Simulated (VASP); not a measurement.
**Mg2Ge: relaxation of cell and atoms with PBE+D3(BJ)**

Mg2Ge:

```
CELL_PARAMETERS angstrom
0.00000 3.18430 3.18430
3.18430 0.00000 3.18430
3.18430 3.18430 0.00000
ATOMIC_POSITIONS crystal
Mg 0.75000 0.75000 0.75000
Mg 0.25000 0.25000 0.25000
Ge 0.00000 0.00000 0.00000
```

The cell comes from a database or a generator and needn't be the stable form of this composition.

```
Program                : VASP 6.6.1
Task                   : relaxation of cell and atoms
Functional             : PBE
Dispersion             : D3(BJ)
Potentials or basis    : VASP PAW PBE potentials, release 64 (Mg, Ge_d)
Cutoff                 : 600 eV
k mesh                 : 10 × 10 × 10
Occupations            : gaussian, width 0.01 eV
Spin                   : no spin polarisation
Dipole correction      : no
Further INCAR settings : ALGO = Fast; EDIFF = 1e-06; IBRION = 2; EDIFFG = -0.02; NSW = 70; ISIF = 3
```

- Relaxed volume: 21.00 Å³/atom
- Relaxed cell: a = 4.467 Å, b = 4.467 Å, c = 4.467 Å, α = 60.00°, β = 60.00°, γ = 60.00°
- Space group after relaxing (to 0.05 Å): Fm-3m (No. 225)
- Energy gained by relaxing: 1.9 meV/atom
- Ionic steps: 2
- Pressure after relaxing: 0.1 GPa
- Band gap on the k mesh: 0.12 eV, indirect (least direct gap 1.22 eV)
- Dispersion energy per atom: -0.308 eV

The path:
```csv
step,energy change (eV),largest force (eV/Å),pressure (GPa),volume (Å³)
1,0.0000,0.0000,-1.26,64.58
2,-0.0058,0.0000,0.07,63.01
```

Final structure:
```
CELL_PARAMETERS angstrom
0.00000 3.15833 3.15833
3.15833 0.00000 3.15833
3.15833 3.15833 0.00000
ATOMIC_POSITIONS crystal
Mg 0.75000 0.75000 0.75000
Mg 0.25000 0.25000 0.25000
Ge 0.00000 0.00000 0.00000
```

Levels at points of the mesh, in eV from the valence-band top:
| k point | band 7 | band 8 | band 9 | band 10 | band 11 | band 12 |
| --- | --- | --- | --- | --- | --- | --- |
| (0.00, 0.00, 0.00) | 0.00 | 0.00 | 0.00 | 1.22 | 2.89 | 2.89 |
| (0.50, 0.00, 0.00) | -4.95 | -0.75 | -0.75 | 1.14 | 2.80 | 2.80 |
| (0.50, 0.50, 0.00) | -4.61 | -2.05 | -2.05 | 0.12 | 0.62 | 8.08 |

It took 65 s on 1 thread of Intel(R) Xeon(R) Platinum 8259CL CPU @ 2.50GHz (Skylake/Cascade Lake), on a shared host, peak memory 0.25 GiB.

A k mesh can miss the band edges.
